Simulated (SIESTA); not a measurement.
A run of SIESTA 5.4.2 is set up as follows.

Contents of C.fdf:

```
SystemName                      C
SystemLabel                     C
NumberOfSpecies                 1
NumberOfAtoms                   4
%block ChemicalSpeciesLabel
  1   6 C
%endblock ChemicalSpeciesLabel

LatticeConstant                 1.0 Ang
%block LatticeVectors
     1.2331880975     0.7119814801     8.2826151019
    -1.2331880975     0.7119814801     8.2826151019
     0.0000000000    -1.4239629601     8.2826151019
%endblock LatticeVectors
AtomicCoordinatesFormat         Fractional
%block AtomicCoordinatesAndAtomicSpecies
     0.0871730800     0.0871730800     0.0871730800  1  C
     0.7538500600     0.7538500600     0.7538500600  1  C
     0.2461499400     0.2461499400     0.2461499400  1  C
     0.9128269200     0.9128269200     0.9128269200  1  C
%endblock AtomicCoordinatesAndAtomicSpecies

%block kgrid.MonkhorstPack
   12   0   0  0.0
    0  12   0  0.0
    0   0  12  0.0
%endblock kgrid.MonkhorstPack
XC.Functional                   GGA
XC.Authors                      PBE
PAO.BasisSize                   DZP
PAO.EnergyShift                 0.003 Ry
Mesh.Cutoff                     500 Ry
OccupationFunction              FD
ElectronicTemperature           0.05 eV
MaxSCFIterations                120
SCF.MustConverge                false
SCF.Mixer.Method                Pulay
SCF.Mixer.Weight                0.25
SCF.Mixer.History               8
SCF.DM.Tolerance                5.0e-05
SCF.H.Tolerance                 1.0e-03 eV
WriteForces                     true
Charge.Mulliken                 end
Charge.Hirshfeld                end
Charge.Voronoi                  end
SaveRho                         true
SaveElectrostaticPotential      true
```

Potentials or basis: PseudoDojo 0.4 standard (PBE files), DZP (energy shift 0.003 Ry).

The run is started by

```console
$ siesta C.fdf > C.out 2>&1
```

Question: Estimate the pressure.

Answer: 8.0 GPa.

Question: Predict the largest force.

Answer: 0.006 eV/Å.

Forces in eV/Å, atoms in the order of the input:
```
C    0.000  0.000 -0.003
C    0.000  0.000 -0.006
C    0.000  0.000  0.006
C    0.000  0.000  0.003
```

Caveat: the basis of atomic orbitals isn't converged, which shifts pressures, moduli and gaps.
